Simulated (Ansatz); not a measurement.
# Pt: which structure wins, with spin-orbit coupling, part 2 of 2

Aim: relax Pt in several structures (fcc, bcc, hcp) and rank them by energy, with spin-orbit coupling. Methods of the runs shown: PAW and LAPW.

Ansatz 0.2.0; DFT PBE; a cell built from a prototype (fcc type), not taken from measurement. Earlier steps stand in the parts before.

## (5) Bcc relaxed, LAPW

The input, input.yaml:

```yaml
crystal:
  lattice:
    - [-1.5823661823, 1.5823661823, 1.5823661823]
    - [1.5823661823, -1.5823661823, 1.5823661823]
    - [1.5823661823, 1.5823661823, -1.5823661823]
  atoms:
    - { symbol: Pt, position: [0.0, 0.0, 0.0] }
kpoints:
  mp_grid: { grid: [18, 18, 18] }
scf:
  occupations: { method: fermi_dirac, width: 0.05 }
hamiltonian:
  xc: pbe
  pseudopotentials: { kind: all_electron, lapw: { basis_error: 0.0005 } }
output:
  forces: true
  stress: true
  eigenvalues: true
  populations: true
relax:
  f_tol: 0.005
  max_steps: 25
  cell: {}
magnetization:
  noncollinear: true
  spin_orbit: true
```

Run with:

```sh
$ ansatz run input.yaml --threads 2 --pin off --max-ram 5120MiB --backend cpu --events-out ev --progress --plain --runs-dir out
```

Log (excerpt; [...] marks lines left out):

```text
[...]
Pt: projections on atomic orbitals take those of the free atom 1s2 2s2 2p6 3s2 3p6 3d10 4s2 4p6 4d10 4f14 5s2 5p6 5d9 6s1, of charge +0.00 (hamiltonian.pseudopotentials.projection_atoms)
LAPW: plane waves up to 9.178 Å⁻¹, error target 5.0e-4 eV per atom; Dirac's equation on spinors; Pt in spheres of 1.329 Å, 42 of its electrons in bands
[...]
Pseudopotentials: kind: all_electron
[...]
  F+E_penalty+E_count = -501863.73055892 eV   max|allowed force component| = 0.000e0 eV/Å   (the final SCF, on the basis selected at the relaxed cell)
  cell:  # Å, volume = 15.8482 Å³
    - [-1.5823661823, 1.5823661823, 1.5823661823]
    - [1.5823661823, -1.5823661823, 1.5823661823]
    - [1.5823661823, 1.5823661823, -1.5823661823]
  atoms:
    - { symbol: Pt, position: [0.0, 0.0, 0.0] }
--- Löwdin populations: 1 site ---
  site symbol       q [e]
     0     Pt     77.7545
  spilling = 0.003148 (of n_electrons = 78.000000)
```

Wall time 4.2 min (2 threads of AMD EPYC 7R43 (Zen 3), shared host); peak memory 0.97 GiB.

Relaxation path:

```csv
step,energy from step 1 (eV/cell),largest force component (eV/Å),pressure (GPa),volume (Å³)
1,0.0000,0.0000,-0.03,15.85
2,0.0000,0.0000,-0.03,15.85
```

Step 1 is the start. Step 2 repeats the geometry before on a plane-wave basis chosen anew for that cell, so the energy can jump there without any move; the table keeps such jumps.

| input's cell | before | after | change |
| --- | --- | --- | --- |
| a (Å) | 2.741 | 2.741 | -0.0 % |
| b (Å) | 2.741 | 2.741 | -0.0 % |
| c (Å) | 2.741 | 2.741 | -0.0 % |
| volume (Å³/atom) | 15.85 | 15.85 | -0.0 % |

Result: pressure -0.03 GPa; no gap.

## (6) Hcp relaxed, PAW

The input, input.yaml:

```yaml
crystal:
  lattice:
    - [2.8157965965, 0.0, 0.0]
    - [-1.4078982983, 2.4385513845, 0.0]
    - [0.0, 0.0, 4.5615904864]
  atoms:
    - { symbol: Pt, position: [0.3333333333, 0.6666666667, 0.25] }
    - { symbol: Pt, position: [0.6666666667, 0.3333333333, 0.75] }
kpoints:
  mp_grid: { grid: [17, 17, 9] }
scf:
  occupations: { method: fermi_dirac, width: 0.05 }
hamiltonian:
  xc: pbe
  pseudopotentials: { kind: paw_fr }
output:
  forces: true
  stress: true
  write_density: true
  write_potential: true
  elf: true
  volumetric_format: npy
relax:
  f_tol: 0.005
  max_steps: 40
  cell: {}
magnetization:
  noncollinear: true
  spin_orbit: true
```

Run with:

```sh
$ ansatz run input.yaml --threads 2 --pin off --max-ram 5120MiB --backend cpu --events-out ev --progress --plain --runs-dir out
```

Log (excerpt; [...] marks lines left out):

```text
[...]
[... 3 set-up lines as earlier in the session ...]
[...]
non-collinear run that drives no moment, with spin-orbit: no starting moment large enough to seed its density (crystal.atoms[].spin), no starting occupations that ask for one, no magnetisation constraint and no magnetic field, so the semilocal B_xc is pinned to zero
[...]
Projection manifold: j_resolved (fully-relativistic pseudo-atomic orbitals)
[...]
spin=Noncollinear: Kerker preconditioning applied to the charge; magnetization (m_x, m_y, m_z) channels mix plain (no charge-response kernel on spin).
[...]
SCF iter   4: F=-25115.209363 eV  HF=-25115.209363 eV  |F-HF|=1.41e-9  |Δ(HF+E_count)|=   2.03e-7  Δρ=1.10e-5  dr2=2.71e-8  dr2_m=0.00e0 (ungated)  ethr=5.56e-10  |M|=0.00e0 ∫|m|=0.00e0 μB  |m|>n=0.0e0 m-floor=0.0e0 τ_xc=0.0e0  ⟨swp⟩=7.0  Hψ=19764  notcnv=0
```

## (7) More of the same log: hcp relaxed, PAW files

Output, continued (excerpt; [...] marks lines left out):

```text
[...]
relax step   4: F+E_penalty+E_count = -25115.20936263 eV  Δ(F+E_penalty+E_count) = -3.902e-4 eV  max|allowed force component| = 1.018e-16 eV/Å  Δτ_max = 0.0000 Å  P = -0.014 GPa  Ω = 31.545 Å³  energy of the carried Pulay correction = -8.795e-5 eV  (4 SCF iters, dr2 threshold 2.00e-7 eV, accepted)
[...]
  cell:  # Å, volume = 31.5437 Å³
    - [2.772160061593511, 2.84201130569779e-11, -1.2573727714900772e-29]
    - [-1.386080030821368, 2.400761036682405, -1.0619984164768562e-18]
    - [-2.9757258460479748e-33, -1.986590032112704e-18, 4.739643346527898]
  atoms:
    - { symbol: Pt, position: [0.33333333333333326, 0.6666666666666666, 0.25] }
    - { symbol: Pt, position: [0.6666666666666665, 0.3333333333333333, 0.7500000000000001] }
```

Wall time 86 s (2 threads of AMD EPYC 7R43 (Zen 3), shared host); peak memory 0.68 GiB.

Step by step:

```csv
step,energy from step 1 (eV/cell),largest force component (eV/Å),pressure (GPa),volume (Å³)
1,0.0000,0.0000,1.85,31.32
2,-0.0250,0.0000,-3.18,31.97
3,-0.0297,0.0000,0.38,31.51
4,-0.0301,0.0000,-0.01,31.54
5,-0.0301,0.0000,0.00,31.54
6,-0.0301,0.0000,0.00,31.54
```

Step 1 is the start. Step 6 repeats the geometry before on a plane-wave basis chosen anew for that cell, so the energy can jump there without any move; the table keeps such jumps.

| input's cell | before | after | change |
| --- | --- | --- | --- |
| a (Å) | 2.816 | 2.772 | -1.5 % |
| b (Å) | 2.816 | 2.772 | -1.5 % |
| c (Å) | 4.562 | 4.740 | +3.9 % |
| volume (Å³/atom) | 15.66 | 15.77 | +0.7 % |

Read from it: pressure 0.00 GPa; no gap.

## (8) Hcp relaxed, LAPW

The input, input.yaml:

```yaml
crystal:
  lattice:
    - [2.7721600616, 0.0, 0.0]
    - [-1.3860800308, 2.4007610367, 0.0]
    - [0.0, 0.0, 4.7396433465]
  atoms:
    - { symbol: Pt, position: [0.3333333333, 0.6666666667, 0.25] }
    - { symbol: Pt, position: [0.6666666667, 0.3333333333, 0.75] }
kpoints:
  mp_grid: { grid: [17, 17, 9] }
scf:
  occupations: { method: fermi_dirac, width: 0.05 }
hamiltonian:
  xc: pbe
  pseudopotentials: { kind: all_electron, lapw: { basis_error: 0.0005 } }
output:
  forces: true
  stress: true
  eigenvalues: true
  populations: true
relax:
  f_tol: 0.005
  max_steps: 25
  cell: {}
magnetization:
  noncollinear: true
  spin_orbit: true
```

Run with:

```sh
$ ansatz run input.yaml --threads 2 --pin off --max-ram 5120MiB --backend cpu --events-out ev --progress --plain --runs-dir out
```

Log (excerpt; [...] marks lines left out):

```text
[...]
Pt: projections on atomic orbitals take those of the free atom 1s2 2s2 2p6 3s2 3p6 3d10 4s2 4p6 4d10 4f14 5s2 5p6 5d9 6s1, of charge +0.00 (hamiltonian.pseudopotentials.projection_atoms)
LAPW: plane waves up to 9.054 Å⁻¹, error target 5.0e-4 eV per atom; Dirac's equation on spinors; Pt in spheres of 1.344 Å, 42 of its electrons in bands
[...]
[... 1 set-up line as earlier in the session ...]
[...]
Entropy (-TS):   -0.030619 eV (-15.309 meV/atom)
Fermi energy:    27.363625 eV
[...]
--- Forces (eV/Å), atoms counted from 1 ---
  atom   1  Pt    -0.00000000    -0.00000000     0.00000000
  atom   2  Pt     0.00000000     0.00000000    -0.00000000
[...]
--- Stress (GPa, compression-positive) ---
       -0.046717       0.000000      -0.000000
        0.000000      -0.046717      -0.000000
       -0.000000      -0.000000       0.002163
  P = ⅓ Tr σ = -0.0304 GPa (-0.304 kbar)
--- Band table (eV; the first three rows and the last of 165) ---
```

## (9) The log goes on: hcp relaxed, LAPW

The log, continued (excerpt; [...] marks lines left out):

```text
[...]
--- Relaxed structure (1 steps of the walk, 1 accepted, 1 SCFs on fresh bases) ---
  F+E_penalty+E_count = -1003727.57748571 eV   max|allowed force component| = 5.551e-17 eV/Å   (the final SCF, on the basis selected at the relaxed cell)
  cell:  # Å, volume = 31.5437 Å³
    - [2.77216006159871, 0.0, 0.0]
    - [-1.386080030799355, 2.4007610367011174, 0.0]
    - [0.0, 0.0, 4.7396433465]
  atoms:
    - { symbol: Pt, position: [0.33333333333333337, 0.6666666666666667, 0.25] }
    - { symbol: Pt, position: [0.6666666666666666, 0.33333333333333337, 0.7500000000000001] }
--- Löwdin populations: 2 sites ---
  site symbol       q [e]
     0     Pt     77.7504
     1     Pt     77.7504
  spilling = 0.003200 (of n_electrons = 156.000000)
```

It took 13 min on 2 threads of AMD EPYC 7R43 (Zen 3), shared host; peak memory 2.4 GiB.

Relaxation path:

```csv
step,energy from step 1 (eV/cell),largest force component (eV/Å),pressure (GPa),volume (Å³)
1,0.0000,0.0000,-0.03,31.54
2,0.0000,0.0000,-0.03,31.54
```

Step 1 is the start. Step 2 repeats the geometry before on a plane-wave basis chosen anew for that cell, so the energy can jump there without any move; the table keeps such jumps.

| input's cell | before | after | change |
| --- | --- | --- | --- |
| a (Å) | 2.772 | 2.772 | +0.0 % |
| b (Å) | 2.772 | 2.772 | +0.0 % |
| c (Å) | 4.740 | 4.740 | -0.0 % |
| volume (Å³/atom) | 15.77 | 15.77 | -0.0 % |

This run gives: pressure -0.03 GPa; no gap.

## (10) Side by side

Free energy per atom, from each method's lowest phase:

```
method  start  space group, start → end  volume (Å³/atom)  pressure (GPa)  free energy (meV/atom)
  LAPW    fcc             Fm-3m → Fm-3m            15.676             0.0                     0.0
  LAPW    bcc             Im-3m → Im-3m            15.848             0.0                   113.6
  LAPW    hcp       P6_3/mmc → P6_3/mmc            15.772             0.0                    55.4
   PAW    fcc             Fm-3m → Fm-3m            15.676             0.0                     0.0
   PAW    bcc             Im-3m → Im-3m            15.848             0.0                   113.4
   PAW    hcp       P6_3/mmc → P6_3/mmc            15.772             0.0                    55.5
```

## (11) Outcome

What follows sums up all 2 parts.

```
     quantity                         value
lowest (LAPW)  fcc, 55.4 meV/atom under hcp
 lowest (PAW)  fcc, 55.5 meV/atom under hcp
```

By LAPW the order is fcc < hcp < bcc. By PAW the order is fcc < hcp < bcc. The methods agree on the lowest phase. Only these structures were tried, with electrons smeared by 0.05 eV and without vibrations, so the true ground state may be another. The k meshes differ between phases and weren't tested, which can move differences by some meV.
